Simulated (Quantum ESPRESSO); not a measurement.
# Sn in Quantum ESPRESSO: the effect of functional

The system is Sn.

```
Sn
1.0
     0.00000    3.23334    3.23334
     3.23334    0.00000    3.23334
     3.23334    3.23334    0.00000
Sn
2
Direct
  0.75000 0.75000 0.75000
  0.50000 0.50000 0.50000
```

This isn't the form of Sn at room conditions, which is tetragonal (white tin).

Alike in all runs:

```yaml
Program: Quantum ESPRESSO 7.5
Task: band structure
Potentials_or_basis: SG15 PBE 1.2
Cutoff: 952 eV
Density_cutoff: 3810 eV
k_mesh: 7 × 7 × 7
Occupations: fermi-dirac, width 0.05 eV
Spin: no spin polarisation
```

```tsv
functional	pressure (GPa)
LDA	-0.7
PBEsol	1.2
PBE	3.8
RPBE	?
AM05	1.6
HLE16	-2.7
PW91	3.6
```

Problem. What does the run with functional RPBE give?

Solution. Pressure 5.6 GPa.

Caveats: the potentials were made for another functional, which shifts forces and pressure (some runs); the potentials were made for a functional far from this one (some runs).
